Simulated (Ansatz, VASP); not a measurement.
# Two plane-wave programs on PbSe

```
Pb Se
1.0
     0.00000    3.01275    3.16339
     3.01275    0.00000    3.16339
     3.01275    3.01275    0.00000
Pb Se
1 1
Direct
  0.00000 0.00000 0.00000
  0.50000 0.50000 0.50000
```

Alike in both runs: task single point; functional PBE; k mesh 10 × 10 × 10; occupations gaussian, width 0.03 eV; no spin polarisation.

```csv
,VASP,Ansatz
version,VASP 6.6.1,Ansatz 0.2.0
potentials or method,"VASP PAW PBE potentials, release 64 (Pb_d, Se)","scalar-relativistic, plane waves, PAW"
plane-wave cutoff (eV),520,420
valence electrons in the cell,20,30
```

```csv
,VASP,Ansatz,Ansatz less VASP
gap on the k mesh at the Fermi level (eV),0.23,0.23,-0.005
least direct gap on the mesh (eV),0.23,0.23,-0.005
pressure (GPa),2.7,2.7,+0.02
largest component of the traceless stress (GPa),3.82,3.81,-0.010
```

With one functional, cell and mesh, what is left measures potentials, basis and numerics. The two sets of potentials don't hold the same shells in valence.

Caveats: spin-orbit coupling is left out, which as a rule narrows the gap of such compounds by several tenths of an eV.
